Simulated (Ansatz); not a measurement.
A relaxation computed with Ansatz, from input to last step.

```yaml
crystal:
  lattice:
    - [0.0, 2.9223909357, 2.9223909357]
    - [2.9223909357, 0.0, 2.9223909357]
    - [2.9223909357, 2.9223909357, 0.0]
  atoms:
    - { symbol: Sn, position: [0.0, 0.0, 0.0] }
    - { symbol: Sn, position: [0.25, 0.25, 0.25] }
basis:
  ecutwfc: 420
kpoints:
  mp_grid: { grid: [12, 12, 12] }
hamiltonian:
  xc: pbesol
scf:
  occupations: { method: gaussian, width: 0.1 }
output:
  forces: true
  stress: true
  eigenvalues: true
relax:
  adjacent_minimum: "off"
  f_tol: 0.008
  max_steps: 50
  cell: { stress_tol: 0.08, p_target: 40.0 }
```

```bash
ansatz run input.yaml --threads 1 --pin off --max-ram 2560MiB --backend cpu --events-out ev --progress --plain --runs-dir out
```

The calculation used DFT PBEsol, scalar-relativistic, plane waves, PAW in Ansatz 0.2.0.

Of 5 frames 5 are shown, positions in Å and forces in eV/Å; the SCF threshold varies from step to step. Steps run on the plane waves of an earlier cell, with a Pulay correction in the pressure. The basis is chosen afresh for the last frame, the zero of the energies, and at times for earlier ones too; energy and pressure step there, also at an unchanged geometry. The relaxation lowers the enthalpy F + PV at the target pressure, so the free energy itself can rise. The mark taken_back stands on steps that the optimiser undid.

```xyz
2
Lattice="0.0000 2.9224 2.9224 2.9224 0.0000 2.9224 2.9224 2.9224 0.0000" Properties=species:S:1:pos:R:3:forces:R:3 pbc="T T T" step=1 free_energy_over_end_meV_per_atom=-248.25 pressure_GPa=31.62
Sn    0.0000    0.0000    0.0000    0.0000    0.0000    0.0000
Sn    1.4612    1.4612    1.4612    0.0000    0.0000    0.0000
2
Lattice="0.0000 2.7890 2.7890 2.7890 0.0000 2.7890 2.7890 2.7890 0.0000" Properties=species:S:1:pos:R:3:forces:R:3 pbc="T T T" step=2 free_energy_over_end_meV_per_atom=672.92 pressure_GPa=62.04 taken_back
Sn    0.0000    0.0000    0.0000    0.0000    0.0000    0.0000
Sn    1.3945    1.3945    1.3945    0.0000    0.0000    0.0000
2
Lattice="0.0000 2.8831 2.8831 2.8831 0.0000 2.8831 2.8831 2.8831 0.0000" Properties=species:S:1:pos:R:3:forces:R:3 pbc="T T T" step=3 free_energy_over_end_meV_per_atom=-30.37 pressure_GPa=38.98
Sn    0.0000    0.0000    0.0000    0.0000    0.0000    0.0000
Sn    1.4415    1.4415    1.4415    0.0000    0.0000    0.0000
2
Lattice="0.0000 2.8782 2.8782 2.8782 0.0000 2.8782 2.8782 2.8782 0.0000" Properties=species:S:1:pos:R:3:forces:R:3 pbc="T T T" step=4 free_energy_over_end_meV_per_atom=-0.40 pressure_GPa=39.98
Sn    0.0000    0.0000    0.0000    0.0000    0.0000    0.0000
Sn    1.4391    1.4391    1.4391    0.0000    0.0000    0.0000
2
Lattice="0.0000 2.8782 2.8782 2.8782 0.0000 2.8782 2.8782 2.8782 0.0000" Properties=species:S:1:pos:R:3:forces:R:3 pbc="T T T" step=5 free_energy_over_end_meV_per_atom=0.00 pressure_GPa=39.98
Sn    0.0000    0.0000    0.0000    0.0000    0.0000    0.0000
Sn    1.4391    1.4391    1.4391    0.0000    0.0000    0.0000
```

The run took 6.8 s on 1 thread of AMD EPYC 9R45 96-Core Processor (Zen 5) (shared host), peak memory 0.42 GiB.